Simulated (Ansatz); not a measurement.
Crystal: TiO2 (Anatase).

```
Ti O
1.0
    -1.89210    1.89210    4.75730
     1.89210   -1.89210    4.75730
     1.89210    1.89210   -4.75730
Ti O
2 4
Direct
  0.75000 0.25000 0.50000
  0.00000 0.00000 0.00000
  0.79190 0.79190 0.00000
  0.54190 0.04190 0.50000
  0.95810 0.45810 0.50000
  0.20810 0.20810 0.00000
```

```yaml
Program: Ansatz 0.2.0
Task: relaxation of cell and atoms
Functional: SVWN5
Potentials_or_basis: Ansatz PAW
Cutoff: "420 eV (not typed: the program's choice for these potentials)"
k_mesh: 10 × 10 × 10
Occupations: fermi-dirac, width 0.05 eV
Spin: no spin polarisation
```

At the start: volume 11.35 Å³/atom.

How do energy, volume and symmetry change on relaxing?

It ends after 8 steps and the volume is 11.01 Å³/atom (-3.0 %); space group I4_1/amd (No. 141, to 0.05 Å).

The path:
| step | energy change (eV) | largest force (eV/Å) | volume (Å³) |
| --- | --- | --- | --- |
| 1 | 0.0000 | 0.1256 | 68.13 |
| 2 | -0.0491 | 0.0211 | 66.67 |
| 3 | -0.0565 | 0.0086 | 66.09 |
| 4 | -0.0564 | 0.0026 | 66.12 |
| 5 | -0.0563 | 0.0047 | 66.14 |
| 6 | -0.0461 | 0.0052 | 66.14 |
| 7 | -0.0466 | 0.0003 | 66.07 |
| 8 | -0.0462 | 0.0003 | 66.07 |

Final structure:
```
Ti O
1.0
    -1.86936    1.86936    4.72689
     1.86936   -1.86936    4.72689
     1.86936    1.86936   -4.72689
Ti O
2 4
Cartesian
  0.0000 1.8694 2.3634
  0.0000 0.0000 0.0000
  0.0000 0.0000 7.4876
  0.0000 1.8694 0.3972
  0.0000 1.8694 4.3297
  0.0000 0.0000 1.9662
```

Caveat: the plane-wave basis is chosen anew once the cell has moved, so the energies of steps on either side of that aren't comparable; the pressure holds a Pulay correction of +1.0 GPa for the finite cutoff; the PAW data sets come from PBE, with cores solved anew for the run's functional, which leaves a small shift of forces and pressure.
